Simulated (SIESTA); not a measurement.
BN under changes of volume

One of the cells (6.078 Å³/atom); the others are scaled copies at fixed shape and fractional positions:

```
N B
1.0
     0.00000    1.82501    1.82501
     1.82501    0.00000    1.82501
     1.82501    1.82501    0.00000
N B
1 1
Direct
  0.25000 0.25000 0.25000
  0.00000 0.00000 0.00000
```

The cell is a database's computed one.

```yaml
Program: SIESTA 5.4.2
Functional: PBE
Potentials_or_basis: PseudoDojo 0.4 standard (PBE files)
Basis: DZP (energy shift 0.003 Ry)
Grid_cutoff: 800 Ry
Energy_shift: 0.003 Ry
k_mesh: 13 × 13 × 13
Occupations: fermi-dirac, width 0.05 eV
Spin: no spin polarisation
```

| volume (Å³/atom) | energy over the lowest point (meV/atom) | pressure (GPa) | gap on the mesh (eV) |
| --- | --- | --- | --- |
| 5.602 | ? | ? | ? |
| 5.721 | 15.05 | 19.4 | 4.70 |
| 5.840 | 3.96 | 10.6 | 4.67 |
| 6.078 | 0.00 | -4.9 | 4.61 |
| 6.198 | 6.29 | -11.9 | 4.58 |
| 6.317 | 17.43 | -17.9 | 4.55 |

**Question.** What does the run at 5.602 Å³/atom give?

**Answer.** Energy over the lowest point 33.05 meV/atom; pressure 29.1 GPa; gap on the mesh 4.73 eV.

Worked out: A Birch-Murnaghan fit of order 3 (a polynomial in V^(-2/3)) to the other rows has its minimum at 6.00 Å³/atom with B0 = V·E''(V) = 380 GPa and B' = 3.1. It gives 32.91 meV/atom at 5.602 Å³/atom, against the run's 33.05, and -dE/dV = 28.8 GPa, against 29.1. A straight line through the other rows of the gap, of slope -1.51 eV per unit of ln V, extrapolates to 4.73 eV, against the run's 4.73.

Energies are extrapolated to zero smearing.

Caveats: an odd mesh through Γ misses points on the zone boundary, where band edges often lie; the basis of atomic orbitals isn't converged, which shifts pressures, moduli and gaps.
